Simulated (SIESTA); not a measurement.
Runs of SIESTA 5.4.2 on SiC (Moissanite 6H). It takes space group P6_3mc (No. 186, hexagonal). The conventional cell has a = 3.095 Å, b = 3.095 Å, c = 15.170 Å, α = 90.00°, β = 90.00°, γ = 120.00°. Si (site symmetry 3m) is surrounded by 4 C at 1.90 Å. Around Si (site symmetry 3m) lie 4 C at 1.90 Å. Si (site symmetry 3m) is surrounded by 4 C at 1.90 Å. Around C (site symmetry 3m) lie 4 Si at 1.90 Å. Around C (site symmetry 3m) lie 4 Si at 1.90 Å. C (site symmetry 3m) has 4 Si at 1.90 Å as nearest neighbours. 

```csv
task,level,potentials or basis,cell,force tolerance,energy shift,gap on the mesh (eV),pressure (GPa),V0 of scaled cells (Å³/atom),B0 (GPa),largest force (eV/Å)
band structure,SOGGA,"PseudoDojo 0.4 standard (PBEsol files), DZP (energy shift 0.002 Ry)",as given,-,0.002 Ry,1.82,-1.4,-,-,(a)
equation of state,PBE,"PseudoDojo 0.4 standard (PBE files), TZDP (energy shift 0.01 Ry)",as given,-,0.01 Ry,-,-,10.55,212,-
relaxation of cell and atoms,PBE,"PseudoDojo 0.4 standard (PBE files), SZ (energy shift 0.002 Ry)",relaxed,0.02 eV/Å,0.002 Ry,4.01,-0.2,-,-,0.02
band structure,PBE,"PseudoDojo 0.4 standard (PBE files), TZ (energy shift 0.002 Ry)",as given,-,0.002 Ry,2.27,10.1,-,-,0.10
equation of state,revPBE,"PseudoDojo 0.4 standard (PBE files), DZP (energy shift 0.002 Ry)",as given,-,0.002 Ry,-,-,10.68,(b),-
```

Alike in all rows: no spin polarisation; k mesh 10 × 10 × 2; smearing fermi-dirac 0.05 eV; grid cutoff 500 Ry.

Q: Fill in the values left out.

A: (a) 0.14; (b) 211.

Caveats: the basis of atomic orbitals isn't converged, which shifts pressures, moduli and gaps; the potentials were made for another functional, which shifts forces and pressure (some runs); the cell was scaled at fixed shape and fractional positions, which overstates the stiffness of a crystal with free parameters, most of all of layers and chains (some runs); the basis has no polarisation orbitals (some runs); the volume moved by +11 % from the deposited cell, more than functionals usually miss (some runs).

A k mesh can miss the band edges.
